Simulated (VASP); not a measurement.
Write the native input for VASP 6.6.1 that does the following.

| Quantity | Value |
| --- | --- |
| Task | single point |
| Functional | PBEsol |
| Potentials or basis | VASP PAW PBE potentials, release 64 (Cd, Se) |
| Cutoff | 520 eV |
| k mesh | 10 × 10 × 10 |
| Occupations | gaussian, width 0.02 eV |
| Spin | no spin polarisation |
| Dipole correction | no |
| Further INCAR settings | ALGO = Normal; EDIFF = 1e-07; NBANDS = 16 |

The structure of CdSe lies in POSCAR:

```
CdSe
1.0
    0.0000000000      3.0413095961      3.0413095961
    3.0413095961      0.0000000000      3.0413095961
    3.0413095961      3.0413095961      0.0000000000
Cd Se
1 1
Direct
    0.0000000000      0.0000000000      0.0000000000
    0.7500000000      0.7500000000      0.7500000000
```

Measurements of this composition are mostly on another form, of space group No. 186.

The input as run:

INCAR

```
SYSTEM = CdSe
PREC     = Accurate       ! precision mode
ENCUT    = 520            ! plane-wave cutoff, eV
EDIFF    = 1E-7           ! SCF threshold, eV
ISMEAR   = 0              ! smearing method
SIGMA    = 0.02           ! smearing width, eV
LREAL    = .False.        ! projectors in reciprocal space
LASPH    = .True.         ! aspherical terms in the spheres
NELM     = 100            ! most SCF steps
ALGO     = Normal         ! electronic algorithm
ISIF     = 2              ! what is computed and relaxed
LWAVE    = .False.        ! write WAVECAR
LCHARG   = .False.        ! write CHGCAR
GGA      = PS             ! functional
NBANDS   = 16             ! bands
```

KPOINTS

```
regular mesh
0
Gamma
  10 10 10
  0 0 0
```

Potentials or basis: VASP PAW PBE potentials, release 64 (Cd, Se).

Command:

```sh
$ cat potpaw_PBE.64/Cd/POTCAR potpaw_PBE.64/Se/POTCAR > POTCAR
$ mpirun -np 1 vasp_std > vasp.out
```

Results of the run:

* Pressure: 0.3 GPa
* Band gap on the k mesh: 0.48 eV, direct

Caveat: the PAW data sets were made with another functional, which shifts forces and pressure a little.

It took 17 s on 1 thread of Intel(R) Xeon(R) Platinum 8488C (Sapphire Rapids), with other jobs on the host, peak memory 0.2 GiB.
